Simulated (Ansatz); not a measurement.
# ZrN, space group Fm-3m: relaxations under a series of pressures

Program: the Ansatz DFT code, driven from Python.

Notebook, run cell by cell (the value of a cell's last expression is shown):

**Cell 1**
```python
from dataclasses import dataclass

import ansatz as az
import numpy as np
import pandas as pd
```

**Cell 2**
```python
@dataclass(frozen=True)
class RunConfig:
    functional: str = "rpbe"
    cutoff_ev: int = 630
    occupations: str = "Fermi-Dirac"
    smearing_width: float = 0.2
    max_scf: int = 80
```

**Cell 3**
```python
settings = RunConfig()
```

**Cell 4**
```python
def edges_and_angles(cell):
    cell = np.asarray(cell)
    a, b, c = np.linalg.norm(cell, axis=1)
    cosines = cell[1] @ cell[2] / (b * c), cell[0] @ cell[2] / (a * c), cell[0] @ cell[1] / (a * b)
    return (a, b, c, *np.degrees(np.arccos(cosines)))
```

**Cell 5**
```python
structure = (
    az.Lattice.fcc(4.6)
    .space_group(225)
    .atom("Zr", (0.5, 0.0, 0.0))
    .atom("N", (0.0, 0.0, 0.0))
    .primitive()
)
```

**Cell 6**
```python
setup = (
    structure.calculation()
    .functional(settings.functional)
    .basis(settings.cutoff_ev, xc_grid=2)
    .accuracy("low")
    .kpoints(11, center="monkhorst-pack")
    .occupations(settings.occupations, width=settings.smearing_width)
    .scf(max_iterations=settings.max_scf)
)
```

**Cell 7**
```python
# H = F + PV, with 1 GPa A^3 = 1/160.21766 eV
rows = []
for pressure in [-2, 0, 2, 5, 10]:
    res = setup.relax(cell=True, pressure=pressure, force_tolerance=0.001, max_displacement=0.1).run(threads=1)
    cell = res.lattice.cell_ang
    n_atoms = len(res.lattice.sites)
    volume = abs(np.linalg.det(cell)) / n_atoms
    enthalpy = res.report["free_energy_ev"] / n_atoms + pressure * volume / 160.21766
    rows.append((pressure, volume, enthalpy, *edges_and_angles(cell)))
    print(f"{pressure} GPa done: {volume:.4f} A^3/atom")
```
Output:
```text
-2 GPa done: 12.4413 A^3/atom
0 GPa done: 12.3361 A^3/atom
2 GPa done: 12.2316 A^3/atom
5 GPa done: 12.0861 A^3/atom
10 GPa done: 11.8616 A^3/atom
```

**Cell 8**
```python
table = pd.DataFrame(rows, columns=["P_GPa", "V_A3_atom", "H_eV_atom", "a", "b", "c", "alpha", "beta", "gamma"])
print(table.round(4).to_string(index=False))
p, v = np.array([row[0] for row in rows], float), np.array([row[1] for row in rows])
print("mean bulk modulus between rows (GPa):", np.round(-np.diff(p) / np.diff(np.log(v)), 1))
```
Output:
```text
 P_GPa  V_A3_atom  H_eV_atom      a      b      c  alpha  beta  gamma
    -2    12.4413 -2289.9368 3.2770 3.2770 3.2770   60.0  60.0   60.0
     0    12.3361 -2289.7822 3.2677 3.2677 3.2677   60.0  60.0   60.0
     2    12.2316 -2289.6289 3.2584 3.2584 3.2584   60.0  60.0   60.0
     5    12.0861 -2289.4012 3.2455 3.2455 3.2455   60.0  60.0   60.0
    10    11.8616 -2289.0276 3.2252 3.2252 3.2252   60.0  60.0   60.0
mean bulk modulus between rows (GPa): [235.6 235.1 250.6 266.7]
```

The volume falls from 12.44 Å³ an atom at -2 GPa to 11.86 at 10 GPa, by 4.7 %. Between -2 and 0 GPa, -V dP/dV is about 236 GPa, a mean over that step.

Notes:
- The settings weren't tested for convergence.
- Spin is left out of this run.
- At a fixed pressure a relaxation lowers the enthalpy F + PV, while F alone can rise.
- For a metal this k-point mesh is coarse: on a finer one energies can move by several to tens of meV an atom and pressures by half a GPa or more, differences at one mesh by less.
- The smearing is wide enough that free energy and stress hold a thermal part of the electrons.
- Edges and angles are those of the cell as typed, here a primitive one, not of the conventional cell.
- Of the deposited cell: the entry's cell lengths or inner coordinates differ somewhat from later room-temperature determinations.
- The structure is a deposited one; some such entries were measured under pressure or heat, so a shift against it needn't be the functional's error alone.
- Symmetry holds the cell in this phase, whether or not it is the stable one at each pressure.
- It ran for 39 s on 1 thread of Intel(R) Xeon(R) Platinum 8259CL CPU @ 2.50GHz (Skylake/Cascade Lake), with other jobs on the host, peak memory 0.5 GiB.
